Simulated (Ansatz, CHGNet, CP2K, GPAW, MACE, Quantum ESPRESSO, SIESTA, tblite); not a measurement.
# SIESTA runs on LaSb (Fm-3m) (64 atoms), part 2 of 2

How do the settings of SIESTA change the result for LaSb (Fm-3m) (64 atoms)? A plane-wave run serves as the yardstick.

Program: SIESTA 5.4.2; the method stands at each step. Banners, paths, timers and routine set-up lines are dropped from the logs unmarked, and long logs keep their key lines alone; longer cuts are marked. The potentials were converted by us to PSML.

So far. Step 2 (PBE, DZP, shift 0.01 Ry, mesh 300 Ry): Forces lie 10 % from the reference's, at 0.087 times its CPU time (on 2 against 4 cores). Step 3 (PBE, DZP, shift 0.01 Ry, mesh 200 Ry): Against the first run (10 %), the force difference from the reference is 10 %, at 0.63 times the CPU time: the change moves forces by 1.4 meV/Å r.m.s., so most of the difference comes from elsewhere.

## 4. PBE, DZ, shift 0.01 Ry, mesh 300 Ry

Method: Kohn-Sham DFT, PBE, PseudoDojo 0.4.1 norm-conserving pseudopotentials (converted to PSML), numerical atomic orbitals (DZ), diagonalisation.

The input, input.fdf:

```
SystemLabel cell
NumberOfAtoms 64
NumberOfSpecies 2
%block ChemicalSpeciesLabel
  1 57 La
  2 51 Sb
%endblock ChemicalSpeciesLabel
LatticeConstant 1.0 Ang
%block LatticeVectors
  12.98000 0.00000 0.00000
  0.00000 12.98000 0.00000
  0.00000 0.00000 12.98000
%endblock LatticeVectors
PAO.BasisSize DZ
PAO.EnergyShift 0.01 Ry
XC.Functional GGA
XC.Authors PBE
MeshCutoff 300 Ry
%block kgrid_Monkhorst_Pack
  1 0 0 0.0
  0 1 0 0.0
  0 0 1 0.0
%endblock kgrid_Monkhorst_Pack
SolutionMethod diagon
OccupationFunction FD
ElectronicTemperature 580 K
SCF.Mixer.Method Pulay
SCF.Mixer.Weight 0.05
SCF.Mixer.History 8
SCF.Mix Hamiltonian
MaxSCFIterations 300
SCF.DM.Tolerance 1e-04
SCF.H.Tolerance 1.0e-3 eV
WriteForces T
Write.HirshfeldPop T
Write.VoronoiPop T
Write.DM F
Write.H F
XML.Write F
AtomicCoordinatesFormat Fractional
%block AtomicCoordinatesAndAtomicSpecies
[... 64 atom lines left out: the same atoms as in the first run ...]
%endblock AtomicCoordinatesAndAtomicSpecies
```

On the command line:

```bash
OMP_NUM_THREADS=1 siesta < input.fdf > output.txt
```

The log of the run:

```text
Version         : 5.4.2
reinit: System Name:
reinit: System Label: cell
initatom: Reading input for the pseudopotentials and atomic orbitals ----------
Species number:   1 Atomic number:   57 Label: La
Species number:   2 Atomic number:   51 Label: Sb
Ground state valence configuration (from tables):   6s02  6p00  5d01  4f00
[... lines left out ...]
        iscf     Eharris(eV)        E_KS(eV)     FreeEng(eV)     dDmax    Ef(eV) dHmax(eV)
[... lines left out ...]
SCF Convergence by DM+H criterion
[... lines left out ...]
SCF cycle converged after 18 iterations
[... lines left out ...]
   Max    1.053155
[... lines left out ...]
   Max    1.053155    constrained
Stress tensor Voigt[x,y,z,yz,xz,xy] (kbar):       -1.52       -1.55       -2.06       -0.44       -0.22       -0.49
[... lines left out ...]
siesta: FreeEng =   -109743.123587
[... lines left out ...]
siesta:         Fermi =      -4.526726
[... lines left out ...]
siesta:           0.00106882         -0.00664182  eV/Ang**3
siesta:           1.71243404        -10.64136175  kBar
    Orbital volume contribution        =          57.505246 eV
    (Free)E + p_basis*V_orbitals       =     -109685.618341 eV
    (Free)Eharris+ p_basis*V_orbitals  =     -109685.618401 eV
Hirshfeld Atomic Populations:
Atom #   charge [q] valence [e]  Species
     1     0.123272   10.876728  La
     2     0.118316   10.881684  La
     3     0.138865   10.861135  La
[...]
5    -0.133609   15.133609  Sb
     6    -0.114833   15.114833  Sb
     7    -0.135259   15.135259  Sb
[...]
--------------------
 Total     0.000023
Voronoi Atomic Populations:
Atom #   charge [q] valence [e]  Species
[...]
59     0.236498   10.763502  La
    60     0.234214   10.765786  La
[...]
63    -0.231462   15.231462  Sb
    64    -0.220676   15.220676  Sb
--------------------
 Total     0.000023
```

Elapsed: 4.1 min, on 1 thread of Arm Neoverse V1, shared host; peak memory 1.3 GiB.

Numbers from this run, and their distance from the reference:

```
r.m.s. force component                  : 0.3275 eV/Å
r.m.s. difference of force components   : 231.3 meV/Å
longest difference of force vectors     : 692.6 meV/Å
force difference over r.m.s. force      : 51.99 %
slope of forces against the reference's : 0.6356
correlation of force components         : 0.8638
pressure                                : 0.1713 GPa
pressure difference                     : -2.086 GPa
```

This is a coarse setting, run to see what it loses.

Against the first run (10 %), the force difference from the reference is 52 %, at 0.50 times the CPU time (on 1 against 2 cores), with 928 basis functions against 1184: the smaller basis costs accuracy.

## 5. Side by side

Differences are against the plane-wave reference, forces as r.m.s. over components; share is that over the reference's r.m.s. force, slope the least-squares factor from reference forces to these. Total energies of different programs have different zeros and aren't compared.

| run | Δ force, r.m.s. (meV/Å) | share (%) | slope | Δ pressure (GPa) | cores | CPU time | memory (GiB) |
| --- | --- | --- | --- | --- | --- | --- | --- |
| reference | - | - | - | - | 4 | 1.6 h | 15 |
| SIESTA PBE, DZP, shift 0.01 Ry, mesh 300 Ry | 46.5 | 10.5 | 1.006 | 0.447 | 2 | 8.1 min | 2.1 |
| SIESTA PBE, DZP, shift 0.01 Ry, mesh 200 Ry | 46.5 | 10.5 | 1.006 | 0.477 | 2 | 5.1 min | 1.5 |
| SIESTA PBE, DZ, shift 0.01 Ry, mesh 300 Ry (coarse) | 231 | 52.0 | 0.636 | -2.09 | 1 | 4.1 min | 1.3 |

Rows marked coarse were listed beforehand as settings not expected to be converged; some can still land near the reference.

CPU time is summed over cores on a shared host, where runs went side by side, so it is rough. Symmetry, cutoffs, thresholds, outputs and thread counts weren't matched or tuned between programs; memory under MPI is the largest rank's times the ranks.

Within one program, basis, potentials and functional, energies share a zero. Each run against its twin at the usual cutoff or grid and solver:

| run | twin | Δ energy (meV/atom) | Δ force, r.m.s. (meV/Å) | CPU time over the twin's |
| --- | --- | --- | --- | --- |
| SIESTA PBE, DZP, shift 0.01 Ry, mesh 200 Ry | DZP, shift 0.01 Ry, mesh 300 Ry | -3.72 | 1.39 | 0.63 |

Further runs of this program without a result: SIESTA PBE, SZ, shift 0.01 Ry, mesh 300 Ry (cut off at its time limit); SIESTA PBE, DZP, shift 0.002 Ry, mesh 300 Ry (cut off at its time limit).

## 6. Summary of results

* nearest in forces: a tie at 10 % of 2 runs: SIESTA PBE, DZP, shift 0.01 Ry, mesh 300 Ry; SIESTA PBE, DZP, shift 0.01 Ry, mesh 200 Ry

In words: The PBE runs in local orbitals, coarse settings apart, differ by 10 % in each run; basis, grid and potentials can all enter. Runs with settings chosen to be coarse differ by 52 % (SIESTA PBE, DZ, shift 0.01 Ry, mesh 300 Ry), their programs' other errors included. Of the electronic-structure runs that take under half the reference's CPU time, SIESTA PBE, DZP, shift 0.01 Ry, mesh 200 Ry is among the nearest, at 10 % in 5.1 min against 1.6 h. In pressure, SIESTA PBE, DZ, shift 0.01 Ry, mesh 300 Ry misses by -2.1 GPa, at the same functional. The reference's pressure holds the uncorrected Pulay stress of its 60 Ry basis, so small pressure differences, and their order, may be the reference's own error. The reference's pressure of 2.3 GPa belongs to a cell and atoms that aren't relaxed at this level. The electronic-structure runs sample only Γ, in a cell whose shortest periodic width is 13 Å. Spin–orbit coupling is left out, which matters for the levels of the heavy elements.

[Also dropped from logs without a mark: logging warnings of Python, and SIESTA's first energy breakdown and zero terms.]

[Logs are printed without paths, hosts, clocks, repeated set-up lines and the standing remarks that a program may print on its own settings, such as how far it seeks lower states.]

[Hosts, paths, dates, database ids (printed as entryN), source tags and the programs' standing remarks are cut or masked in the printed files.]
